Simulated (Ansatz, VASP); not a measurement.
**One calculation of SnTe, two programs**

```
Te Sn
1.0
     0.00000    3.15085    3.15085
     3.15085    0.00000    3.15085
     3.15085    3.15085    0.00000
Te Sn
1 1
Direct
  0.50000 0.50000 0.50000
  0.00000 0.00000 0.00000
```

Alike in both runs: task relaxation of cell and atoms; functional BLYP; k mesh 7 × 7 × 7; occupations fermi-dirac, width 0.05 eV; no spin polarisation.

```csv
,VASP,Ansatz
version,VASP 6.6.1,Ansatz 0.2.0
potentials or method,"VASP PAW PBE potentials, release 64 (Te, Sn_d)",Ansatz PAW
plane-wave cutoff (eV),600,420
valence electrons in the cell,20,30
```

VASP gave:

| Quantity | Value |
| --- | --- |
| relaxed volume (Å³/atom) | 35.93 |
| relaxed cell length with the largest relative difference (Å) | 4.666 |
| energy change over the relaxation (meV/atom) | -80 |

Question: What did Ansatz give for the same quantities?

Answer: Relaxed volume (Å³/atom): 35.88; relaxed cell length with the largest relative difference (Å): 4.664; energy change over the relaxation (meV/atom): -77.

The two sets of potentials don't hold the same shells in valence.

Caveats: the volume moved by +15 % from the deposited cell, more than functionals usually miss; the PAW data sets were made with another functional, which shifts forces and pressure a little (VASP); the plane-wave basis is chosen anew once the cell has moved, so the energies of steps on either side of that aren't comparable (Ansatz); the PAW data sets come from PBE, with cores solved anew for the run's functional, which leaves a small shift of forces and pressure (Ansatz). Zero-point motion and thermal expansion aren't in these numbers. Spin-orbit coupling is left out, which matters for the levels of Te.
